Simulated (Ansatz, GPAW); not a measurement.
Given: the input of a run of Ansatz 0.2.0 on Ni. 

File input.yaml:

```yaml
crystal:
  lattice:
    - [0.0, 1.737572933, 1.737572933]
    - [1.737572933, 0.0, 1.737572933]
    - [1.737572933, 1.737572933, 0.0]
  atoms:
    - { symbol: Ni, position: [0.0, 0.0, 0.0], spin: 1.0 }
kpoints:
  mp_grid: { grid: [13, 13, 13] }
scf:
  occupations: { method: gaussian, width: 0.02 }
hamiltonian:
  xc: rpbe
  pseudopotentials: { kind: all_electron, lapw: { basis_error: 0.001 } }
magnetization:
  spin_polarized: true
output:
  forces: true
  stress: true
  eigenvalues: true
```

Potentials or basis: all-electron LAPW, scalar-relativistic.

Command:

```bash
$ ansatz run input.yaml --threads 2 --pin off --max-ram 6144MiB --backend cpu --events-out ev --progress --plain --runs-dir out
```

Question: Translate it to GPAW 26.7.0 (ASE script). Potentials or basis there: the program's PAW data sets (release 1.2.1) made for this functional, cutoff 600 eV.

Answer: As run (cutoffs and basis follow the program's own potentials, and thresholds, step limits or extra output files can differ):

File run.py:

```python
from ase.dft.bandgap import bandgap
from ase.io import read, write
from ase.units import GPa
from gpaw import GPAW, PW

atoms = read('Ni.xyz')
atoms.set_initial_magnetic_moments([1.0])

calc = GPAW(mode=PW(600),
            xc='RPBE',
            kpts={'size': (13, 13, 13), 'gamma': True},
            occupations={'name': 'methfessel-paxton', 'order': 0, 'width': 0.02},
            nbands=17,
            convergence={'density': 1e-05, 'energy': 1e-05},
            maxiter=150,
            txt='gpaw.txt')
atoms.calc = calc
energy = atoms.get_potential_energy()
forces = atoms.get_forces()
stress = atoms.get_stress()
calc.write('gs.gpw')
write('result.traj', atoms)
print(f'Energy: {energy:.6f} eV')
print('Forces (eV/A):')
print(forces.round(4))
print('Stress (GPa):', (stress / GPa).round(3))
print('Moments:', calc.get_magnetic_moments().round(3))
print('Fermi level:', round(calc.get_fermi_level(), 4), 'eV')
print(f'Gap: {bandgap(calc)[0]:.4f} eV, direct: {bandgap(calc, direct=True)[0]:.4f} eV')
```

File Ni.xyz:

```xyz
1
Lattice="0.0000000000 1.7375729330 1.7375729330 1.7375729330 0.0000000000 1.7375729330 1.7375729330 1.7375729330 0.0000000000" Properties=species:S:1:pos:R:3 pbc="T T T"
Ni     0.0000000000      0.0000000000      0.0000000000
```

Potentials or basis: the program's PAW data sets (release 1.2.1) made for this functional, pw.

Command:

```console
$ OMP_NUM_THREADS=1 python run.py
```

Both were run:

|  | Ansatz | GPAW |
| --- | --- | --- |
| Pressure | 13.8 GPa | 17.0 GPa |
| Net moment | 0.64 μB per cell | 0.64 μB per cell |

Where Ansatz's input types no cutoff or centring, it takes its own default and a Γ-centred mesh.

The magnetic state is the one that the start led to; the real crystal's order can differ.

The two runs disagree by more than potentials and bases usually give (in gap, levels, pressure or energy); the cause wasn't traced.

The cell lies far from this level's equilibrium.

Pressure is positive in compression.
